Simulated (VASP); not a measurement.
# C2H2 in VASP: notebook

One molecule, C2H2, is run at these levels: PBE+D3(BJ), PBE, RPBE, RPBE+D3(BJ), optB86b-vdW; tasks: relaxation of the atoms, single point.

All numbers are computed with VASP 6.6.1; they aren't measurements. Logs are shortened: lines on timing, memory, paths and dates and some standing lists are left out, and cuts for length are marked.

### 1 Starting point

The cell holds a molecule in a box, 4 atoms: a = 12.705 Å, b = 13.205 Å, c = 13.705 Å, α = 90.00°, β = 90.00°, γ = 90.00°.

### 2 Relaxation of the atoms, PBE+D3(BJ)

INCAR

```
ALGO = Normal
EDIFF = 1E-6
EDIFFG = -0.03
ENCUT = 400
GGA = PE
IBRION = 2
ISIF = 2
ISMEAR = 0
ISYM = 0
IVDW = 12
LASPH = T
LCHARG = F
LREAL = F
LWAVE = F
NELM = 80
NSW = 120
PREC = Accurate
SIGMA = 0.01
```

KPOINTS

```
k-points
0
Gamma
  1 1 1
```

POSCAR

```
HC
1.0
   12.7048579379      0.0000000000      0.0000000000
    0.0000000000     13.2048579379      0.0000000000
    0.0000000000      0.0000000000     13.7048579379
C H
2 2
Selective dynamics
Direct
    0.4685424883      0.5212602787      0.4723769897  F F F
    0.5314504167      0.4863147686      0.5276275906  T T T
    0.4132313085      0.5519877836      0.4237867930  T T T
    0.5867757864      0.4555831102      0.5762086266  T T T
```

Potentials or basis: VASP PAW PBE potentials, release 64 (C, H).

Run with:

```console
$ cat potpaw_PBE.64/C/POTCAR potpaw_PBE.64/H/POTCAR > POTCAR
$ mpirun -np 4 vasp_gam > vasp.out
```

OUTCAR:

```text
EDIFF = 1E-6
   EDIFFG = -0.03
   ENCUT = 400
   GGA = PE
   IBRION = 2
   ISIF = 2
   ISMEAR = 0
   ISYM = 0
   IVDW = 12
   LASPH = T
   LREAL = F
   NELM = 80
   NSW = 120
   PREC = Accurate
 IVDW          = 12

 ion  position               nearest neighbor table
   1  0.469  0.521  0.472-   3 1.05   2 1.19
   2  0.531  0.486  0.528-   4 1.05   1 1.19
   3  0.413  0.552  0.424-   1 1.05
   4  0.587  0.456  0.576-   2 1.05

IMPORTANT INFORMATION: All symmetrisations will be switched off!
NOSYMM: (Re-)initialisation of all symmetry stuff for point group C_1.

----------------------------------------------------------------------------------------

                                     Primitive cell

  volume of cell :    2299.2071

  direct lattice vectors                    reciprocal lattice vectors
    12.704857938  0.000000000  0.000000000     0.078710050  0.000000000  0.000000000
     0.000000000 13.204857938  0.000000000     0.000000000  0.075729705  0.000000000
     0.000000000  0.000000000 13.704857938     0.000000000  0.000000000  0.072966827

  length of vectors
    12.704857938 13.204857938 13.704857938     0.078710050  0.075729705  0.072966827

  position of ions in fractional coordinates (direct lattice)
     0.468542488  0.521260279  0.472376990
     0.531450417  0.486314769  0.527627591
     0.413231309  0.551987784  0.423786793
     0.586775786  0.455583110  0.576208627

  ion indices of the primitive-cell ions
   primitive index   ion index
                 1           1
                 2           2
                 3           3
                 4           4

----------------------------------------------------------------------------------------

 KPOINTS: k-points

Automatic generation of k-mesh.
 Grid dimensions read from file:
 generate k-points for:    1    1    1

 Generating k-lattice:

  Cartesian coordinates                     Fractional coordinates (reciprocal lattice)
     0.078710050  0.000000000  0.000000000     1.000000000  0.000000000  0.000000000
     0.000000000  0.075729705  0.000000000     0.000000000  1.000000000  0.000000000
     0.000000000  0.000000000  0.072966827     0.000000000  0.000000000  1.000000000

  Length of vectors
     0.078710050  0.075729705  0.072966827

  Shift w.r.t. Gamma in fractional coordinates (k-lattice)
     0.000000000  0.000000000  0.000000000

 Subroutine IBZKPT returns following result:
 ===========================================

 Found      1 irreducible k-points:

 Following reciprocal coordinates:
            Coordinates               Weight
  0.000000  0.000000  0.000000      1.000000
   k-points           NKPTS =      1   k-points in BZ     NKDIM =      1   number of bands    NBANDS=     12
   number of dos      NEDOS =    301   number of ions     NIONS =      4
   total plane-waves  NPLWV = 680400
   dimension x,y,z NGX =    84 NGY =   90 NGZ =   90
   dimension x,y,z NGXF=   168 NGYF=  180 NGZF=  180
   ions per type =               2   2
   NGX,Y,Z   is equivalent  to a cutoff of  10.99, 11.33, 10.92 a.u.
   NGXF,Y,Z  is equivalent  to a cutoff of  21.98, 22.66, 21.83 a.u.
 SYSTEM =  unknown system
   PREC   = accura    normal or accurate (medium, high low for compatibility)
   ISTART =      0    job   : 0-new  1-cont  2-samecut
   ICHARG =      2    charge: 1-file 2-atom 10-const
   ISPIN  =      1    spin polarized calculation?
   LNONCOLLINEAR =      F non collinear calculations
   LSORBIT =      F    spin-orbit coupling
   LASPH  =      T    aspherical Exc in radial PAW
   ENCUT  =  400.0 eV  29.40 Ry    5.42 a.u.  20.72 21.53 22.35*2*pi/ulx,y,z
   NELM   =     80;   NELMIN=  2; NELMDL= -5     # of ELM steps
   EDIFF  = 0.1E-05   stopping-criterion for ELM
   LREAL  =      F    real-space projection
   EDIFFG = -.3E-01   stopping-criterion for IOM
   NSW    =    120    number of steps for IOM
   IBRION =      2    ionic relax: 0-MD 1-quasi-New 2-CG
   NFREE  =      1    steps in history (QN), initial steepest desc. (CG)
   ISIF   =      2    stress and relaxation
   ISYM   =      0    0-nonsym 1-usesym 2-fastsym
   POTIM  = 0.5000    time-step for ionic-motion
   TEBEG  =    0.0;   TEEND  =   0.0 temperature during run
   PSTRESS=    0.0 pullay stress
   NELECT =      10.0000    total number of electrons
   NUPDOWN=      -1.0000    fix difference up-down
   EMIN   =  10.00;   EMAX   =-10.00  energy-range for DOS
   EFERMI =   0.00;   METHOD = LEGACY
   ISMEAR =     0;   SIGMA  =   0.01  broadening in eV -4-tet -1-fermi 0-gaus
   EFERMI_NEDOS =   21; number of points for ismear=-14 and -15
   IALGO  =     38    algorithm
   IMIX   =      4    mixing-type and parameters
     AMIX     =   0.40;   BMIX     =  1.00
     AMIX_MAG =   1.60;   BMIX_MAG =  1.00
  volume/ion in A,a.u.               =     574.80      3878.95
  Fermi-wavevector in a.u.,A,eV,Ry     =   0.267228  0.504988  0.971604  0.071411
  Thomas-Fermi vector in A             =   1.102288
   LORBIT       =      0    0 simple, 1 ext, 2 COOP (PROOUT), +10 PAW based schemes
   GGA     = PE    functional components
   LHFCALC =     F    Hartree Fock is set to
   AEXX    =    0.0000 exact exchange contribution
   IVDW    =    12    specifies the selected vdW correction
   LEPSILON=     F    determine dielectric tensor
   LRPA    =     F    only Hartree local field effects (RPA)
 conjugate gradient relaxation of ions
 non-spin polarized calculation
 Gauss-broadening in eV      SIGMA  =   0.01
  energy-cutoff  :      400.00
  volume of cell :     2299.21
 maximum number of plane-waves:     20906
 NGX is ok and might be reduce to    84
   NGX = 41   NGY = 43   NGZ = 45

--------------------------------------- Ionic step        1  -------------------------------------------

 number of electron      10.0000004 magnetization

 Free energy of the ion-electron system (eV)
  ---------------------------------------------------
  ext. energy  EPLUGINS =         0.00000000
  ---------------------------------------------------
  free energy    TOTEN  =       -22.93000030 eV

  energy without entropy =      -22.93000030  energy(sigma->0) =      -22.93000030

------------------------ aborting loop because EDIFF is reached ----------------------------------------

 Edisp (eV)   -0.03593

 E8    (eV) :    -0.0105

  FORCE on cell =-STRESS in cart. coord.  units (eV):
  Direction    XX          YY          ZZ          XY          YZ          ZX
  --------------------------------------------------------------------------------------
  -------------------------------------------------------------------------------------
  Total       1.11892     0.07768     0.96161    -0.90408    -0.85632     1.48354
  in kB       0.77971     0.05413     0.67008    -0.63000    -0.59672     1.03379
  external pressure =        0.50 kB  Pullay stress =        0.00 kB

 VOLUME and BASIS-vectors are now :
 -----------------------------------------------------------------------------
  energy-cutoff  :      400.00
  volume of cell :     2299.21
      direct lattice vectors                 reciprocal lattice vectors
    12.704857938  0.000000000  0.000000000     0.078710050  0.000000000  0.000000000
     0.000000000 13.204857938  0.000000000     0.000000000  0.075729705  0.000000000
     0.000000000  0.000000000 13.704857938     0.000000000  0.000000000  0.072966827
[... 211 lines left out ...]
 POSITION                                       TOTAL-FORCE (eV/Angst)
 -----------------------------------------------------------------------------------
      5.95277      6.88317      6.47386         0.062406     -0.035233      0.057803
      6.76137      6.41625      7.23999        -0.024642      0.013695     -0.022875
      5.23654      7.29672      5.79517        -0.021030      0.012278     -0.019690
      7.47872      6.00214      7.91945        -0.016735      0.009260     -0.015238
 -----------------------------------------------------------------------------------
    total drift:                                0.000008      0.000135     -0.000189

  FREE ENERGIE OF THE ION-ELECTRON SYSTEM (eV)
  ---------------------------------------------------
  free  energy   TOTEN  =       -22.9922586020 eV

  energy  without entropy=      -22.9922586020  energy(sigma->0) =      -22.99225860

--------------------------------------- Ionic step        7  -------------------------------------------

 number of electron       9.9999998 magnetization

 Free energy of the ion-electron system (eV)
  ---------------------------------------------------
  ext. energy  EPLUGINS =         0.00000000
  ---------------------------------------------------
  free energy    TOTEN  =       -22.95650699 eV

  energy without entropy =      -22.95650699  energy(sigma->0) =      -22.95650699

 E-fermi :  -7.0027     XC(G=0):  -0.3652

 val. band max:       -7.1061663284   @ k =   0.0000   0.0000   0.0000
 cond. band min:      -0.3698634248   @ k =   0.0000   0.0000   0.0000
 fundamental gap:      6.7363029035
 Fermi energy:        -7.0027293720

 k-point     1 :       0.0000    0.0000    0.0000
  band No.  band energies     occupation
      1     -18.5315      2.00000
      2     -13.9460      2.00000
      3     -12.0776      2.00000
      4      -7.1064      2.00000
      5      -7.1062      2.00000
      6      -0.3699      0.00000
      7      -0.3649      0.00000
      8      -0.2529      0.00000
      9       0.1946      0.00000
     10       0.5822      0.00000
     11       0.6542      0.00000
     12       0.7005      0.00000

------------------------ aborting loop because EDIFF is reached ----------------------------------------

 Edisp (eV)   -0.03579

 E8    (eV) :    -0.0105
[... 18 lines left out ...]
 POSITION                                       TOTAL-FORCE (eV/Angst)
 -----------------------------------------------------------------------------------
      5.95277      6.88317      6.47386         0.004177     -0.001596      0.002618
      6.76105      6.41644      7.23969        -0.008165      0.004158     -0.007241
      5.23590      7.29709      5.79455         0.004063     -0.002207      0.004085
      7.47797      6.00258      7.91873        -0.000075     -0.000355      0.000538
 -----------------------------------------------------------------------------------
    total drift:                               -0.000683      0.000547     -0.000851

  FREE ENERGIE OF THE ION-ELECTRON SYSTEM (eV)
  ---------------------------------------------------
  free  energy   TOTEN  =       -22.9922988873 eV

  energy  without entropy=      -22.9922988873  energy(sigma->0) =      -22.99229889

 reached required accuracy - stopping structural energy minimisation
```

Wall time 2.7 min (4 MPI ranks of AMD EPYC 7R13 (Zen 3), shared host); peak memory 0.43 GiB.

What came out:

```yaml
Free_energy: -22.9923 eV
Energy_gained_by_relaxing: 6.6 meV/atom
Ionic_steps: 7
Gap_between_the_frontier_levels: 6.74 eV
Dispersion_energy_per_atom: -0.009 eV
```

Step by step:
```
step  energy change (eV)  largest force (eV/Å)  pressure (GPa)
   1              0.0000                0.8335            0.05
   2             -0.0083                1.7263           -0.08
   3             -0.0223                0.7428           -0.02
   4              0.0391                3.6495           -0.03
   5             -0.0257                0.3525           -0.02
   6             -0.0263                0.0921           -0.03
   7             -0.0264                0.0117           -0.03
```

Final structure:
```
C H
1.0
    12.70486    0.00000    0.00000
     0.00000   13.20486    0.00000
     0.00000    0.00000   13.70486
C H
2 2
Direct
  0.46854 0.52126 0.47238
  0.53216 0.48592 0.52826
  0.41212 0.55261 0.42281
  0.58859 0.45457 0.57780
```

Levels at points of the mesh, in eV from the valence-band top:
```
           k point  band 1  band 2  band 3  band 4  band 5  band 6  band 7  band 8  band 9  band 10
(0.00, 0.00, 0.00)  -11.43   -6.84   -4.97    0.00    0.00    6.74    6.74    6.85    7.30     7.69
```

Caveat: the cutoff is under 1.25 times the usual one of these potentials, so pressure, stress and relaxed cells hold a basis-set (Pulay) error; the standard files for N, O and F lose accuracy on very short bonds.

### 3 Single point, PBE

INCAR

```
ALGO = Normal
EDIFF = 1E-6
ENCUT = 400
GGA = PE
ISIF = 2
ISMEAR = 0
ISYM = 0
LASPH = T
LCHARG = F
LREAL = F
LWAVE = F
NBANDS = 13
NELM = 80
PREC = Accurate
SIGMA = 0.01
```

KPOINTS is that of step 2.

POSCAR

```
HC                                      
1.0
   12.7048579379      0.0000000000      0.0000000000
    0.0000000000     13.2048579379      0.0000000000
    0.0000000000      0.0000000000     13.7048579379
  C               H             
     2     2
Selective dynamics
Direct
     0.4685424883000024    0.5212602786999980    0.4723769897000025   F   F   F
     0.5321625042298915    0.4859154330824683    0.5282569320249967   T   T   T
     0.4121176394710050    0.5526066977251736    0.4228101931032870   T   T   T
     0.5885911000956598    0.4545734716297184    0.5778046579955707   T   T   T
```

Potentials or basis: VASP PAW PBE potentials, release 64 (C, H).

Run with:

```console
$ cat potpaw_PBE.64/C/POTCAR potpaw_PBE.64/H/POTCAR > POTCAR
$ mpirun -np 4 vasp_gam > vasp.out
```

Wall time 37 s (4 MPI ranks of AMD EPYC 7R13 (Zen 3), shared host); peak memory 0.41 GiB.

The run converged. Its results:

```
Free energy                     : -22.9565 eV
Largest force                   : 0.009 eV/Å
Gap between the frontier levels : 6.74 eV
```

Forces in eV/Å, atoms in the order of the input:
```
C    0.003 -0.001  0.002
C   -0.007  0.003 -0.006
H    0.002 -0.001  0.003
H    0.001 -0.001  0.002
```

Levels at points of the mesh, in eV from the valence-band top:
```csv
k point,band 1,band 2,band 3,band 4,band 5,band 6,band 7,band 8,band 9,band 10
"(0.00, 0.00, 0.00)",-11.43,-6.84,-4.97,0.00,0.00,6.74,6.74,6.85,7.31,7.67
```

Caveat: the cutoff is under 1.25 times the usual one of these potentials, so pressure, stress and relaxed cells hold a basis-set (Pulay) error; the standard files for N, O and F lose accuracy on very short bonds.

(Continued in part 2 of 2.)
